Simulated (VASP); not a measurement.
# Ce (Im-3m) in VASP: a series of runs

Runs on Ce. Level: PBE. Tasks: single point.

Everything below comes from runs of VASP 6.6.1. Logs are shortened: lines on timing, memory, paths and dates and some standing lists are left out, and cuts for length are marked.

## 1. Starting point

Symmetry: Im-3m, No. 229, cubic system. Conventional cell: a = 3.887 Å, b = 3.887 Å, c = 3.887 Å, α = 90.00°, β = 90.00°, γ = 90.00°. Around Ce (site symmetry m-3m) lie 8 Ce at 3.37 Å.

This isn't the form of Ce at room conditions, which is fcc.

## 2. Single point, PBE, collinear spin, ferromagnetic start

Input file INCAR:

```
PREC     = Accurate       # precision mode
ENCUT    = 700            # plane-wave cutoff, eV
EDIFF    = 1E-6           # SCF threshold, eV
ISMEAR   = 0              # smearing method
SIGMA    = 0.2            # smearing width, eV
LREAL    = F              # projectors in reciprocal space
LASPH    = T              # aspherical terms in the spheres
NELM     = 100            # most SCF steps
ALGO     = Normal         # electronic algorithm
ISIF     = 2              # what is computed and relaxed
LWAVE    = F              # write WAVECAR
LCHARG   = F              # write CHGCAR
ISPIN    = 2              # spin polarisation
MAGMOM   = 1              # initial moments
LORBIT   = 11             # projections on sites
LMAXMIX  = 6              # l up to which the mixer works
GGA      = PE             # functional
NBANDS   = 16             # bands
ADDGRID  = F
```

Input file KPOINTS:

```
regular mesh
0
Gamma
  9 9 9
```

Input file POSCAR:

```
Ce
1.0
   -1.9824590000      1.9831840000      1.9962140000
    1.9307920000     -1.9490850000      1.9104480000
    1.9370660000      1.9036920000     -1.9621150000
Ce
1
Direct
   -0.0084250000     -0.0182580000     -0.0014360000
```

Potentials or basis: VASP PAW PBE potentials, release 64 (Ce).

On the command line:

```bash
$ cat potpaw_PBE.64/Ce/POTCAR > POTCAR
$ mpirun -np 1 vasp_std > vasp.out
```

OUTCAR:

```text
PREC = Accurate
   ENCUT = 700
   EDIFF = 1E-6
   ISMEAR = 0
   LREAL = F
   LASPH = T
   NELM = 100
   ISIF = 2
   ISPIN = 2
   LORBIT = 11
   GGA = PE

 Found    365 irreducible k-points:

 Following reciprocal coordinates:
            Coordinates               Weight
  0.000000  0.000000  0.000000      1.000000
  0.111111  0.000000 -0.000000      2.000000
  0.222222  0.000000  0.000000      2.000000
  0.333333  0.000000 -0.000000      2.000000
  0.444444  0.000000  0.000000      2.000000
  0.000000  0.111111  0.000000      2.000000
   k-points           NKPTS =    365   k-points in BZ     NKDIM =    365   number of bands    NBANDS=     16
   number of dos      NEDOS =    301   number of ions     NIONS =      1
   total plane-waves  NPLWV =  27000
   dimension x,y,z NGX =    30 NGY =   30 NGZ =   30
   dimension x,y,z NGXF=    60 NGYF=   60 NGZF=   60
   ions per type =               1
   NGX,Y,Z   is equivalent  to a cutoff of  14.49, 14.92, 14.89 a.u.
   NGXF,Y,Z  is equivalent  to a cutoff of  28.98, 29.84, 29.77 a.u.
 SYSTEM =  unknown system
   PREC   = accura    normal or accurate (medium, high low for compatibility)
   ISTART =      0    job   : 0-new  1-cont  2-samecut
   ICHARG =      2    charge: 1-file 2-atom 10-const
   ISPIN  =      2    spin polarized calculation?
   LNONCOLLINEAR =      F non collinear calculations
   LSORBIT =      F    spin-orbit coupling
   LASPH  =      T    aspherical Exc in radial PAW
   ENCUT  =  700.0 eV  51.45 Ry    7.17 a.u.   7.43  7.21  7.23*2*pi/ulx,y,z
   NELM   =    100;   NELMIN=  2; NELMDL= -5     # of ELM steps
   EDIFF  = 0.1E-05   stopping-criterion for ELM
   LREAL  =      F    real-space projection
   EDIFFG = 0.1E-04   stopping-criterion for IOM
   NSW    =      0    number of steps for IOM
   IBRION =     -1    ionic relax: 0-MD 1-quasi-New 2-CG
   NFREE  =      0    steps in history (QN), initial steepest desc. (CG)
   ISIF   =      2    stress and relaxation
   ISYM   =      2    0-nonsym 1-usesym 2-fastsym
   POTIM  = 0.5000    time-step for ionic-motion
   TEBEG  =    0.0;   TEEND  =   0.0 temperature during run
   PSTRESS=    0.0 pullay stress
   NELECT =      12.0000    total number of electrons
   NUPDOWN=      -1.0000    fix difference up-down
   EMIN   =  10.00;   EMAX   =-10.00  energy-range for DOS
   EFERMI =   0.00;   METHOD = LEGACY
   ISMEAR =     0;   SIGMA  =   0.20  broadening in eV -4-tet -1-fermi 0-gaus
   EFERMI_NEDOS =   21; number of points for ismear=-14 and -15
   IALGO  =     38    algorithm
   IMIX   =      4    mixing-type and parameters
     AMIX     =   0.40;   BMIX     =  1.00
     AMIX_MAG =   1.60;   BMIX_MAG =  1.00
  volume/ion in A,a.u.               =      29.35       198.10
  Fermi-wavevector in a.u.,A,eV,Ry     =   1.214998  2.296014 20.085205  1.476221
  Thomas-Fermi vector in A             =   2.350400
   LORBIT       =     11    0 simple, 1 ext, 2 COOP (PROOUT), +10 PAW based schemes
   GGA     = PE    functional components
   LHFCALC =     F    Hartree Fock is set to
   AEXX    =    0.0000 exact exchange contribution
   IVDW    =     0    specifies the selected vdW correction
   LEPSILON=     F    determine dielectric tensor
   LRPA    =     F    only Hartree local field effects (RPA)
 spin polarized calculation
 Gauss-broadening in eV      SIGMA  =   0.20
  energy-cutoff  :      700.00
  volume of cell :       29.35
 maximum number of plane-waves:      1248
 NGX is ok and might be reduce to    30

 number of electron      12.0000000 magnetization       0.8606888

 Free energy of the ion-electron system (eV)
  ---------------------------------------------------
  ext. energy  EPLUGINS =         0.00000000
  ---------------------------------------------------
  free energy    TOTEN  =        -5.73868111 eV

  energy without entropy =       -5.63571283  energy(sigma->0) =       -5.68719697

 E-fermi :   8.2635     XC(G=0): -10.7817

 val. band max:        8.2634363332   @ k =   0.2222  -0.3333   0.1111
 cond. band min:       8.2640293026   @ k =   0.2222  -0.2222   0.4444
 fundamental gap:      0.0005929695
 Fermi energy:         8.2635007460

 spin component 1

 k-point     1 :       0.0000    0.0000    0.0000
  band No.  band energies     occupation
      1     -26.5244      1.00000
      2      -8.1462      1.00000
      3      -8.0440      1.00000
      4      -8.0231      1.00000
      5       5.0565      1.00000
      6       8.2109      0.64499
[... 8 lines left out ...]
     15      10.1957      0.00000
     16      12.6304      0.00000

 k-point     2 :       0.1111    0.0000   -0.0000
  band No.  band energies     occupation
      1     -26.4832      1.00000
      2      -8.3952      1.00000
      3      -8.1449      1.00000
      4      -8.0476      1.00000
      5       5.5336      1.00000
      6       8.1195      0.84569
[... 8 lines left out ...]
     15      10.7601      0.00000
     16      12.3553      0.00000

 k-point     3 :       0.2222    0.0000    0.0000
  band No.  band energies     occupation
      1     -26.3765      1.00000
      2      -9.0680      1.00000
      3      -8.3411      1.00000
      4      -8.0592      1.00000
      5       6.3950      1.00000
      6       8.0851      0.89649
[... 8 lines left out ...]
     15      12.2523      0.00000
     16      12.3197      0.00000

 k-point     4 :       0.3333    0.0000   -0.0000
  band No.  band energies     occupation
      1     -26.2511      1.00000
      2      -9.7645      1.00000
      3      -8.5438      1.00000
      4      -8.0728      1.00000
      5       6.3990      1.00000
      6       7.9658      0.98235
[... 8 lines left out ...]
     15      12.7887      0.00000
     16      13.4364      0.00000

 k-point     5 :       0.4444    0.0000    0.0000
  band No.  band energies     occupation
      1     -26.1667      1.00000
      2     -10.1868      1.00000
      3      -8.6700      1.00000
      4      -8.0819      1.00000
      5       6.1357      1.00000
      6       7.8331      0.99883
[... 8 lines left out ...]
     15      13.0364      0.00000
     16      13.8024      0.00000

 k-point     6 :       0.0000    0.1111    0.0000
  band No.  band energies     occupation
      1     -26.4779      1.00000
      2      -8.3354      1.00000
      3      -8.1968      1.00000
      4      -8.0875      1.00000
      5       5.5525      1.00000
      6       8.1264      0.83376
[... 8 lines left out ...]
     15      10.4756      0.00000
     16      12.2569      0.00000

 [... further k-points ...]

 spin component 2

 k-point     1 :       0.0000    0.0000    0.0000
  band No.  band energies     occupation
      1     -26.1945      1.00000
      2      -7.8550      1.00000
      3      -7.7456      1.00000
      4      -7.7228      1.00000
      5       5.3741      1.00000
      6       8.6914      0.00124
[... 8 lines left out ...]
     15      10.5019      0.00000
     16      12.8116      0.00000

 k-point     2 :       0.1111    0.0000   -0.0000
  band No.  band energies     occupation
      1     -26.1531      1.00000
      2      -8.1023      1.00000
      3      -7.8457      1.00000
      4      -7.7496      1.00000
      5       5.8518      1.00000
      6       8.5754      0.01372
[... 8 lines left out ...]
     15      11.0737      0.00000
     16      12.5606      0.00000

 k-point     3 :       0.2222    0.0000    0.0000
  band No.  band energies     occupation
      1     -26.0459      1.00000
      2      -8.7731      1.00000
      3      -8.0428      1.00000
      4      -7.7621      1.00000
      5       6.7145      1.00000
      6       8.5088      0.04138
[... 8 lines left out ...]
     15      12.5429      0.00000
     16      12.5831      0.00000

 k-point     4 :       0.3333    0.0000   -0.0000
  band No.  band energies     occupation
      1     -25.9199      1.00000
      2      -9.4691      1.00000
      3      -8.2453      1.00000
      4      -7.7767      1.00000
      5       6.7090      1.00000
      6       8.3318      0.31468
[... 8 lines left out ...]
     15      13.0433      0.00000
     16      13.6588      0.00000

 k-point     5 :       0.4444    0.0000    0.0000
  band No.  band energies     occupation
      1     -25.8351      1.00000
      2      -9.8913      1.00000
      3      -8.3713      1.00000
      4      -7.7864      1.00000
      5       6.4356      1.00000
      6       8.1698      0.74618
[... 8 lines left out ...]
     15      13.2972      0.00000
     16      14.0246      0.00000

 k-point     6 :       0.0000    0.1111    0.0000
  band No.  band energies     occupation
      1     -26.1479      1.00000
      2      -8.0349      1.00000
      3      -7.9041      1.00000
      4      -7.7900      1.00000
      5       5.8687      1.00000
      6       8.5891      0.01066
[... 8 lines left out ...]
     15      10.8093      0.00000
     16      12.4634      0.00000

 [... further k-points ...]

------------------------ aborting loop because EDIFF is reached ----------------------------------------

  FORCE on cell =-STRESS in cart. coord.  units (eV):
  Direction    XX          YY          ZZ          XY          YZ          ZX
  --------------------------------------------------------------------------------------
  -------------------------------------------------------------------------------------
  Total       -0.2381650     -0.1578208     -0.0812042      0.0565468     -0.0452179      0.0663764
  in kB      -12.9989964     -8.6138290     -4.4321066      3.0863115     -2.4679828      3.6228099
  external PRESSURE =      -8.6816440 kB  Pullay stress =       0.0000000 kB

 VOLUME and BASIS-vectors are now :
 -----------------------------------------------------------------------------
  energy-cutoff  :      700.00
  volume of cell :       29.35
      direct lattice vectors                 reciprocal lattice vectors
    -1.982459000  1.983184000  1.996214000     0.006384800  0.255123769  0.253830615
     1.930792000 -1.949085000  1.910448000     0.262015728  0.000784005  0.259431410
     1.937066000  1.903692000 -1.962115000     0.261612011  0.260320847  0.001187722

 POSITION                                       TOTAL-FORCE (eV/Angst)
 -----------------------------------------------------------------------------------
      1.86407      1.95394      1.89567         0.000000      0.000000      0.000000
 -----------------------------------------------------------------------------------
    total drift:                               -0.000000     -0.000000     -0.000000

  FREE ENERGIE OF THE ION-ELECTRON SYSTEM (eV)
  ---------------------------------------------------
  free  energy   TOTEN  =        -5.7386811082 eV

  energy  without entropy=       -5.6357128253  energy(sigma->0) =       -5.68719697

 total charge

# of ion       s       p       d       f       tot
--------------------------------------------------
    1        2.092   5.582   1.146   0.995   9.814

 magnetization (x)

# of ion       s       p       d       f       tot
--------------------------------------------------
    1        0.004   0.005   0.126   0.557   0.691
```

It took 5.1 min on 1 thread of Intel Xeon 6975P-C (Granite Rapids), shared host; peak memory 0.55 GiB.

These settings aren't checked as converged: the numbers below hold their error.

What came out:

| Property | Result |
| --- | --- |
| Free energy | -5.7387 eV |
| Pressure | -0.9 GPa |
| Band gap on the k mesh | none (metal or under the smearing width) |
| Net moment | 0.86 μB per cell |
| Site moments | Ce +0.69 μB |
| Valence electrons inside the program's atomic spheres | Ce 9.81 |

Caveat: the magnetic or orbital state may not be the lowest; spin-orbit coupling is left out, which moves the levels of the heavy elements.

## 3. Single point, PBE, collinear spin, ferromagnetic start

This run uses another cell than the first one, of the same volume but with other edges.

Changes to INCAR since step 2:

```diff
@@ -1,3 +1,3 @@
 PREC     = Accurate       # precision mode
-ENCUT    = 700            # plane-wave cutoff, eV
+ENCUT    = 300            # plane-wave cutoff, eV
 EDIFF    = 1E-6           # SCF threshold, eV
```

Input file KPOINTS:

```
regular mesh
0
Gamma
  15 15 15
```

Input file POSCAR:

```
Ce
1.0
   -1.9432985503      1.9432985503      1.9432985503
    1.9432985503     -1.9432985503      1.9432985503
    1.9432985503      1.9432985503     -1.9432985503
Ce
1
Direct
    0.0000000000      0.0000000000      0.0000000000
```

Potentials or basis: VASP PAW PBE potentials, release 64 (Ce).

On the command line:

```bash
$ cat potpaw_PBE.64/Ce/POTCAR > POTCAR
$ mpirun -np 1 vasp_std > vasp.out
```

Wall time 42 s (1 thread of Intel Xeon 6975P-C (Granite Rapids), shared host); peak memory 0.17 GiB.

These settings aren't checked as converged: the numbers below hold their error.

What came out:

```
Free energy                                           : -5.7411 eV
Band gap on the k mesh                                : none (metal or under the smearing width)
Net moment                                            : 0.91 μB per cell
Site moments                                          : Ce +0.72 μB
Valence electrons inside the program's atomic spheres : Ce 9.79
```

Caveat: the cutoff is under 1.25 times the usual one of these potentials, so pressure, stress and relaxed cells hold a basis-set (Pulay) error; the magnetic or orbital state may not be the lowest; spin-orbit coupling is left out, which moves the levels of the heavy elements.

## 4. Single point, PBE, collinear spin, ferromagnetic start

INCAR is that of step 3.

KPOINTS is that of step 3.

Input file POSCAR:

```
Ce
1.0
   -1.9824590000      1.9831840000      1.9962140000
    1.9307920000     -1.9490850000      1.9104480000
    1.9370660000      1.9036920000     -1.9621150000
Ce
1
Direct
   -0.0084250000     -0.0182580000     -0.0014360000
```

On the command line:

```bash
$ cat potpaw_PBE.64/Ce/POTCAR > POTCAR
$ mpirun -np 1 vasp_std > vasp.out
```

Run time: 7.7 min. Hardware: 1 thread of Intel Xeon 6975P-C (Granite Rapids), shared host; peak memory 0.67 GiB.

The run converged, but some of its settings lie outside the range that counts as converged, so its numbers aren't taken as properties of the crystal.

Results:

| Item | Value |
| --- | --- |
| Free energy | -5.7338 eV |
| Band gap on the k mesh | none (metal or under the smearing width) |
| Net moment | 0.00 μB per cell |
| Valence electrons inside the program's atomic spheres | Ce 9.78 |

Caveat: the cutoff is under 1.25 times the usual one of these potentials, so pressure, stress and relaxed cells hold a basis-set (Pulay) error; the magnetic or orbital state may not be the lowest; spin-orbit coupling is left out, which moves the levels of the heavy elements.
